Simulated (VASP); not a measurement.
# GaP (F-43m) in VASP: band structure with PBEsol

Aim: the band structure of GaP with PBEsol.

All numbers are computed with VASP 6.6.1; they aren't measurements. Logs are shortened: lines on timing, memory, paths and dates and some standing lists are left out, and cuts for length are marked.

**Measured values to compare with.**

“Stacking defects in GaP nanowires: Electronic structure and optical properties”, 2018, arxiv:1810.01194 quotes, for a bulk crystal of GaP at 10 K: band gap 2.34 eV (indirect).

The results are compared with them further down.

## (1) The crystal as given

The structure is cubic, space group F-43m (No. 216). Conventional cell: a = 5.437 Å, b = 5.437 Å, c = 5.437 Å, α = 90.00°, β = 90.00°, γ = 90.00°. Ga (site symmetry -43m) has 4 P at 2.35 Å as nearest neighbours. P (site symmetry -43m) has 4 Ga at 2.35 Å as nearest neighbours.

## (2) Band structure, PBEsol

Input file INCAR:

```
SYSTEM = GaP
  ALGO = Normal
  EDIFF = 1E-7
  ENCUT = 520
  GGA = PS
  ICORELEVEL = 1
  ISIF = 2
  ISMEAR = 0
  LASPH = .TRUE.
  LCHARG = .FALSE.
  LREAL = .FALSE.
  LWAVE = .FALSE.
  NBANDS = 16
  NELM = 80
  PREC = Accurate
  SIGMA = 0.03
```

Input file KPOINTS:

```
k-points
0
G
  8 8 8
  0 0 0
```

Input file POSCAR:

```
GaP                                     
1.0
    0.0000000000      2.7184163015      2.7184163015
    2.7184163015      0.0000000000      2.7184163015
    2.7184163015      2.7184163015      0.0000000000
  Ga              P             
     1     1
Direct
     0.0000000000000000    0.0000000000000000    0.0000000000000000
     0.2500000000000000    0.2500000000000000    0.2500000000000000
```

Input file KPOINTS_OPT:

```
explicit points
109
Reciprocal
 0.0000000000  0.0000000000  0.0000000000 1
 0.0555555556  0.0000000000  0.0555555556 1
 0.1111111111  0.0000000000  0.1111111111 1
 0.1666666667  0.0000000000  0.1666666667 1
 0.2222222222  0.0000000000  0.2222222222 1
 0.2777777778  0.0000000000  0.2777777778 1
 0.3333333333  0.0000000000  0.3333333333 1
 0.3888888889  0.0000000000  0.3888888889 1
 0.4444444444  0.0000000000  0.4444444444 1
 0.5000000000  0.0000000000  0.5000000000 1
 0.5000000000  0.0000000000  0.5000000000 1
 0.5000000000  0.0277777778  0.5277777778 1
 0.5000000000  0.0555555556  0.5555555556 1
 0.5000000000  0.0833333333  0.5833333333 1
 0.5000000000  0.1111111111  0.6111111111 1
 0.5000000000  0.1388888889  0.6388888889 1
 0.5000000000  0.1666666667  0.6666666667 1
 0.5000000000  0.1944444444  0.6944444444 1
 0.5000000000  0.2222222222  0.7222222222 1
 0.5000000000  0.2500000000  0.7500000000 1
 0.5000000000  0.2500000000  0.7500000000 1
 0.4861111111  0.2638888889  0.7500000000 1
 0.4722222222  0.2777777778  0.7500000000 1
 0.4583333333  0.2916666667  0.7500000000 1
 0.4444444444  0.3055555556  0.7500000000 1
 0.4305555556  0.3194444444  0.7500000000 1
 0.4166666667  0.3333333333  0.7500000000 1
 0.4027777778  0.3472222222  0.7500000000 1
 0.3888888889  0.3611111111  0.7500000000 1
 0.3750000000  0.3750000000  0.7500000000 1
 0.3750000000  0.3750000000  0.7500000000 1
 0.3333333333  0.3333333333  0.6666666667 1
 0.2916666667  0.2916666667  0.5833333333 1
 0.2500000000  0.2500000000  0.5000000000 1
 0.2083333333  0.2083333333  0.4166666667 1
 0.1666666667  0.1666666667  0.3333333333 1
 0.1250000000  0.1250000000  0.2500000000 1
 0.0833333333  0.0833333333  0.1666666667 1
 0.0416666667  0.0416666667  0.0833333333 1
 0.0000000000  0.0000000000  0.0000000000 1
 0.0000000000  0.0000000000  0.0000000000 1
 0.0555555556  0.0555555556  0.0555555556 1
 0.1111111111  0.1111111111  0.1111111111 1
 0.1666666667  0.1666666667  0.1666666667 1
 0.2222222222  0.2222222222  0.2222222222 1
 0.2777777778  0.2777777778  0.2777777778 1
 0.3333333333  0.3333333333  0.3333333333 1
 0.3888888889  0.3888888889  0.3888888889 1
 0.4444444444  0.4444444444  0.4444444444 1
 0.5000000000  0.5000000000  0.5000000000 1
 0.5000000000  0.5000000000  0.5000000000 1
 0.5138888889  0.4722222222  0.5138888889 1
 0.5277777778  0.4444444444  0.5277777778 1
 0.5416666667  0.4166666667  0.5416666667 1
 0.5555555556  0.3888888889  0.5555555556 1
 0.5694444444  0.3611111111  0.5694444444 1
 0.5833333333  0.3333333333  0.5833333333 1
 0.5972222222  0.3055555556  0.5972222222 1
 0.6111111111  0.2777777778  0.6111111111 1
 0.6250000000  0.2500000000  0.6250000000 1
 0.6250000000  0.2500000000  0.6250000000 1
 0.6111111111  0.2500000000  0.6388888889 1
 0.5972222222  0.2500000000  0.6527777778 1
 0.5833333333  0.2500000000  0.6666666667 1
 0.5694444444  0.2500000000  0.6805555556 1
 0.5555555556  0.2500000000  0.6944444444 1
 0.5416666667  0.2500000000  0.7083333333 1
 0.5277777778  0.2500000000  0.7222222222 1
 0.5138888889  0.2500000000  0.7361111111 1
 0.5000000000  0.2500000000  0.7500000000 1
 0.5000000000  0.2500000000  0.7500000000 1
 0.5000000000  0.2777777778  0.7222222222 1
 0.5000000000  0.3055555556  0.6944444444 1
 0.5000000000  0.3333333333  0.6666666667 1
 0.5000000000  0.3611111111  0.6388888889 1
 0.5000000000  0.3888888889  0.6111111111 1
 0.5000000000  0.4166666667  0.5833333333 1
 0.5000000000  0.4444444444  0.5555555556 1
 0.5000000000  0.4722222222  0.5277777778 1
 0.5000000000  0.5000000000  0.5000000000 1
 0.5000000000  0.5000000000  0.5000000000 1
 0.4861111111  0.4861111111  0.5277777778 1
 0.4722222222  0.4722222222  0.5555555556 1
 0.4583333333  0.4583333333  0.5833333333 1
 0.4444444444  0.4444444444  0.6111111111 1
 0.4305555556  0.4305555556  0.6388888889 1
 0.4166666667  0.4166666667  0.6666666667 1
 0.4027777778  0.4027777778  0.6944444444 1
 0.3888888889  0.3888888889  0.7222222222 1
 0.3750000000  0.3750000000  0.7500000000 1
 0.6250000000  0.2500000000  0.6250000000 1
 0.6111111111  0.2222222222  0.6111111111 1
 0.5972222222  0.1944444444  0.5972222222 1
 0.5833333333  0.1666666667  0.5833333333 1
 0.5694444444  0.1388888889  0.5694444444 1
 0.5555555556  0.1111111111  0.5555555556 1
 0.5416666667  0.0833333333  0.5416666667 1
 0.5277777778  0.0555555556  0.5277777778 1
 0.5138888889  0.0277777778  0.5138888889 1
 0.5000000000  0.0000000000  0.5000000000 1
 0.0000000000  0.0000000000  0.0000000000 1
 0.3750000000  0.3750000000  0.7500000000 1
 0.5000000000  0.5000000000  0.5000000000 1
 0.6250000000  0.2500000000  0.6250000000 1
 0.5000000000  0.2500000000  0.7500000000 1
 0.5000000000  0.0000000000  0.5000000000 1
 0.4000000000  0.0000000000  0.4000000000 1
 0.4250000000  0.0000000000  0.4250000000 1
 0.4500000000  0.0000000000  0.4500000000 1
```

Potentials or basis: VASP PAW PBE potentials, release 64 (Ga_d, P).

Started as:

```
cat potpaw_PBE.64/Ga_d/POTCAR potpaw_PBE.64/P/POTCAR > POTCAR
mpirun -np 1 vasp_std > vasp.out
```

OUTCAR:

```text
SYSTEM = GaP
   EDIFF = 1E-7
   ENCUT = 520
   GGA = PS
   ISIF = 2
   ISMEAR = 0
   LASPH = .TRUE.
   LREAL = .FALSE.
   NELM = 80
   PREC = Accurate

 ion  position               nearest neighbor table
   1  0.000  0.000  0.000-   2 2.35   2 2.35   2 2.35   2 2.35
   2  0.250  0.250  0.250-   1 2.35   1 2.35   1 2.35   1 2.35

  LATTYP: Found a face centered cubic cell.
 ALAT       =     5.4368326030

  Lattice vectors:

 A1 = (   0.0000000000,   2.7184163015,   2.7184163015)
 A2 = (   2.7184163015,   0.0000000000,   2.7184163015)
 A3 = (   2.7184163015,   2.7184163015,   0.0000000000)

Analysis of symmetry for initial positions (statically):
=====================================================================
 Subroutine PRICEL returns:
 Original cell was already a primitive cell.

 Routine SETGRP: Setting up the symmetry group for a
 face centered cubic supercell.

 Subroutine GETGRP returns: Found 24 space group operations
 (whereof 24 operations were pure point group operations)
 out of a pool of 48 trial point group operations.

The static configuration has the point symmetry T_d .

Analysis of symmetry for dynamics (positions and initial velocities):
=====================================================================
 Subroutine PRICEL returns:
 Original cell was already a primitive cell.

 Routine SETGRP: Setting up the symmetry group for a
 face centered cubic supercell.

 Subroutine GETGRP returns: Found 24 space group operations
 (whereof 24 operations were pure point group operations)
 out of a pool of 48 trial point group operations.

The dynamic configuration has the point symmetry T_d .

 Subroutine INISYM returns: Found 24 space group operations
 (whereof 24 operations are pure point group operations),
 and found     1 'primitive' translations

----------------------------------------------------------------------------------------

                                     Primitive cell

  volume of cell :      40.1770

  direct lattice vectors                    reciprocal lattice vectors
     0.000000000  2.718416302  2.718416302    -0.183930622  0.183930622  0.183930622
     2.718416302  0.000000000  2.718416302     0.183930622 -0.183930622  0.183930622
     2.718416302  2.718416302  0.000000000     0.183930622  0.183930622 -0.183930622

  length of vectors
     3.844421202  3.844421202  3.844421202     0.318577182  0.318577182  0.318577182

  position of ions in fractional coordinates (direct lattice)
     0.000000000  0.000000000  0.000000000
     0.250000000  0.250000000  0.250000000

  ion indices of the primitive-cell ions
   primitive index   ion index
                 1           1
                 2           2

----------------------------------------------------------------------------------------

 KPOINTS: k-points

Automatic generation of k-mesh.
 Grid dimensions read from file:
 generate k-points for:    8    8    8

 Generating k-lattice:

  Cartesian coordinates                     Fractional coordinates (reciprocal lattice)
    -0.022991328  0.022991328  0.022991328     0.125000000  0.000000000  0.000000000
     0.022991328 -0.022991328  0.022991328     0.000000000  0.125000000  0.000000000
     0.022991328  0.022991328 -0.022991328     0.000000000  0.000000000  0.125000000

  Length of vectors
     0.039822148  0.039822148  0.039822148

  Shift w.r.t. Gamma in fractional coordinates (k-lattice)
     0.000000000  0.000000000  0.000000000

 Subroutine IBZKPT returns following result:
 ===========================================

 Found     29 irreducible k-points:

 Following reciprocal coordinates:
            Coordinates               Weight
  0.000000  0.000000  0.000000      1.000000
  0.125000  0.000000  0.000000      8.000000
  0.250000  0.000000  0.000000      8.000000
  0.375000  0.000000  0.000000      8.000000
  0.500000  0.000000  0.000000      4.000000
  0.125000  0.125000  0.000000      6.000000
[... 16 lines left out ...]
  0.500000  0.250000  0.125000     48.000000
 -0.375000  0.250000  0.125000     24.000000
 [... further k-points ...]
   k-points           NKPTS =     29   k-points in BZ     NKDIM =     29   number of bands    NBANDS=     16
   number of dos      NEDOS =    301   number of ions     NIONS =      2
   total plane-waves  NPLWV =  27000
   dimension x,y,z NGX =    30 NGY =   30 NGZ =   30
   dimension x,y,z NGXF=    60 NGYF=   60 NGZF=   60
   ions per type =               1   1
   NGX,Y,Z   is equivalent  to a cutoff of  12.97, 12.97, 12.97 a.u.
   NGXF,Y,Z  is equivalent  to a cutoff of  25.95, 25.95, 25.95 a.u.
 SYSTEM =  GaP
   PREC   = accura    normal or accurate (medium, high low for compatibility)
   ISTART =      0    job   : 0-new  1-cont  2-samecut
   ICHARG =      2    charge: 1-file 2-atom 10-const
   ISPIN  =      1    spin polarized calculation?
   LNONCOLLINEAR =      F non collinear calculations
   LSORBIT =      F    spin-orbit coupling
   LASPH  =      T    aspherical Exc in radial PAW
   ENCUT  =  520.0 eV  38.22 Ry    6.18 a.u.   7.15  7.15  7.15*2*pi/ulx,y,z
   NELM   =     80;   NELMIN=  2; NELMDL= -5     # of ELM steps
   EDIFF  = 0.1E-06   stopping-criterion for ELM
   LREAL  =      F    real-space projection
   EDIFFG = 0.1E-05   stopping-criterion for IOM
   NSW    =      0    number of steps for IOM
   IBRION =     -1    ionic relax: 0-MD 1-quasi-New 2-CG
[... 8 lines left out ...]
   EMIN   =  10.00;   EMAX   =-10.00  energy-range for DOS
   EFERMI =   0.00;   METHOD = LEGACY
   ISMEAR =     0;   SIGMA  =   0.03  broadening in eV -4-tet -1-fermi 0-gaus
   EFERMI_NEDOS =   21; number of points for ismear=-14 and -15
   IALGO  =     38    algorithm
   IMIX   =      4    mixing-type and parameters
     AMIX     =   0.40;   BMIX     =  1.00
     AMIX_MAG =   1.60;   BMIX_MAG =  1.00
  volume/ion in A,a.u.               =      20.09       135.56
  Fermi-wavevector in a.u.,A,eV,Ry     =   1.252679  2.367220 21.350316  1.569204
  Thomas-Fermi vector in A             =   2.386568
   LORBIT       =      0    0 simple, 1 ext, 2 COOP (PROOUT), +10 PAW based schemes
   GGA     = PS    functional components
   LHFCALC =     F    Hartree Fock is set to
   AEXX    =    0.0000 exact exchange contribution
   IVDW    =     0    specifies the selected vdW correction
   LEPSILON=     F    determine dielectric tensor
   LRPA    =     F    only Hartree local field effects (RPA)
 non-spin polarized calculation
 Gauss-broadening in eV      SIGMA  =   0.03
  energy-cutoff  :      520.00
  volume of cell :       40.18
 maximum number of plane-waves:      1106
 NGX is ok and might be reduce to    30
   NGX = 15   NGY = 15   NGZ = 15

 number of electron      17.9999987 magnetization

 Free energy of the ion-electron system (eV)
  ---------------------------------------------------
  ext. energy  EPLUGINS =         0.00000000
  ---------------------------------------------------
  free energy    TOTEN  =        -9.92109600 eV

  energy without entropy =       -9.92109600  energy(sigma->0) =       -9.92109600

 the core state eigenenergies are
   1-  1s -10219.4834  2s  -1252.8931  2p  -1089.3583  3s   -138.7794  3p    -89.5057

   2-  1s  -2072.9371  2s   -163.1753  2p   -113.6422

 E-fermi :   4.7714     XC(G=0): -10.0554

 val. band max:        4.6457644610   @ k =   0.0000   0.0000   0.0000
 cond. band min:       6.1467769752   @ k =   0.5000   0.5000   0.0000
 fundamental gap:      1.5010125142
 Fermi energy:         4.7714348095

 k-point     1 :       0.0000    0.0000    0.0000
  band No.  band energies     occupation
      1      -9.9083      2.00000
      2      -9.9083      2.00000
      3      -9.9083      2.00000
      4      -9.8053      2.00000
      5      -9.8053      2.00000
      6      -7.9355      2.00000
[... 8 lines left out ...]
     15      14.4282      0.00000
     16      14.4282      0.00000
[... 248 lines left out ...]
 k-point    15 :       0.5000    0.2500    0.0000
  band No.  band energies     occupation
      1     -10.0045      2.00000
      2      -9.8683      2.00000
      3      -9.8600      2.00000
      4      -9.8209      2.00000
      5      -9.7922      2.00000
      6      -5.4952      2.00000
[... 8 lines left out ...]
     15      16.4328      0.00000
     16      17.8574      0.00000

 k-point    16 :      -0.3750    0.2500    0.0000
  band No.  band energies     occupation
      1     -10.0002      2.00000

------------------------ aborting loop because EDIFF is reached ----------------------------------------

  FORCE on cell =-STRESS in cart. coord.  units (eV):
  Direction    XX          YY          ZZ          XY          YZ          ZX
  --------------------------------------------------------------------------------------
  -------------------------------------------------------------------------------------
  Total       -0.0053563     -0.0053563     -0.0053563      0.0000000      0.0000000     -0.0000000
  in kB       -0.2135990     -0.2135990     -0.2135990      0.0000000      0.0000000     -0.0000000
  external PRESSURE =      -0.2135990 kB  Pullay stress =       0.0000000 kB

 VOLUME and BASIS-vectors are now :
 -----------------------------------------------------------------------------
  energy-cutoff  :      520.00
  volume of cell :       40.18
      direct lattice vectors                 reciprocal lattice vectors
     0.000000000  2.718416302  2.718416302    -0.183930622  0.183930622  0.183930622
     2.718416302  0.000000000  2.718416302     0.183930622 -0.183930622  0.183930622
     2.718416302  2.718416302  0.000000000     0.183930622  0.183930622 -0.183930622

 POSITION                                       TOTAL-FORCE (eV/Angst)
 -----------------------------------------------------------------------------------
      0.00000      0.00000      0.00000         0.000000      0.000000     -0.000000
      1.35921      1.35921      1.35921        -0.000000     -0.000000      0.000000
 -----------------------------------------------------------------------------------
    total drift:                                0.000000      0.000000      0.000000

  FREE ENERGIE OF THE ION-ELECTRON SYSTEM (eV)
  ---------------------------------------------------
  free  energy   TOTEN  =        -9.9210959962 eV

  energy  without entropy=       -9.9210959962  energy(sigma->0) =       -9.92109600
```

Wall time 39 s (1 thread of Intel Xeon Platinum 8488C (Sapphire Rapids), shared host); peak memory 0.18 GiB.

What came out:

- Free energy: -9.9211 eV
- Pressure: 0.0 GPa
- Band gap on the k mesh: 1.50 eV, indirect (least direct gap 1.81 eV)
- Band gap along the path: 1.45 eV, indirect (least direct gap 1.81 eV)

Levels at the corners of the path, in eV from the valence-band top:
| point | band 6 | band 7 | band 8 | band 9 | band 10 | band 11 | band 12 | band 13 |
| --- | --- | --- | --- | --- | --- | --- | --- | --- |
| Γ | -12.58 | 0.00 | 0.00 | 0.00 | 1.81 | 3.82 | 3.82 | 3.82 |
| X | -9.54 | -6.84 | -2.74 | -2.74 | 1.50 | 1.71 | 10.61 | 10.61 |
| X | -9.54 | -6.84 | -2.74 | -2.74 | 1.50 | 1.71 | 10.61 | 10.61 |
| W | -9.45 | -6.63 | -3.67 | -3.51 | 4.61 | 4.87 | 6.04 | 6.04 |
| W | -9.45 | -6.63 | -3.67 | -3.51 | 4.61 | 4.87 | 6.04 | 6.04 |
| K | -9.58 | -6.63 | -4.04 | -2.30 | 2.06 | 4.74 | 8.22 | 8.23 |
| K | -9.58 | -6.63 | -4.04 | -2.30 | 2.06 | 4.74 | 8.22 | 8.23 |
| Γ | -12.58 | 0.00 | 0.00 | 0.00 | 1.81 | 3.82 | 3.82 | 3.82 |
| Γ | -12.58 | 0.00 | 0.00 | 0.00 | 1.81 | 3.82 | 3.82 | 3.82 |
| L | -10.47 | -6.74 | -1.14 | -1.14 | 1.61 | 4.65 | 4.65 | 8.10 |
| L | -10.47 | -6.74 | -1.14 | -1.14 | 1.61 | 4.65 | 4.65 | 8.10 |
| U | -9.58 | -6.63 | -4.04 | -2.30 | 2.06 | 4.74 | 8.22 | 8.23 |
| U | -9.58 | -6.63 | -4.04 | -2.30 | 2.06 | 4.74 | 8.22 | 8.23 |
| W | -9.45 | -6.63 | -3.67 | -3.51 | 4.61 | 4.87 | 6.04 | 6.04 |
| W | -9.45 | -6.63 | -3.67 | -3.51 | 4.61 | 4.87 | 6.04 | 6.04 |
| L | -10.47 | -6.74 | -1.14 | -1.14 | 1.61 | 4.65 | 4.65 | 8.10 |
| L | -10.47 | -6.74 | -1.14 | -1.14 | 1.61 | 4.65 | 4.65 | 8.10 |
| K | -9.58 | -6.63 | -4.04 | -2.30 | 2.06 | 4.74 | 8.22 | 8.23 |
| U | -9.58 | -6.63 | -4.04 | -2.30 | 2.06 | 4.74 | 8.22 | 8.23 |
| X | -9.54 | -6.84 | -2.74 | -2.74 | 1.50 | 1.71 | 10.61 | 10.61 |

Core levels (eV, on the scale of the bands):
| atom | levels |
| --- | --- |
| 1 Ga | 1s -10219.5, 2s -1252.9, 2p -1089.4, 3s -138.8, 3p -89.5 |
| 2 P | 1s -2072.9, 2s -163.2, 2p -113.6 |

Caveat: the PAW data sets were made with another functional, which shifts forces and pressure a little.

## (3) Against experiment

Step 2. Measured gap of GaP: 2.34 eV (indirect; 10 K; quoted in “Stacking defects in GaP nanowires: Electronic structure and optical properties”, 2018, arxiv:1810.01194). This calculation gives 1.45 eV (-0.89 eV). Spin-orbit coupling on Ga is left out. The value is that of PBEsol, without temperature or zero-point motion. Semilocal functionals fall short of measured gaps as a rule.
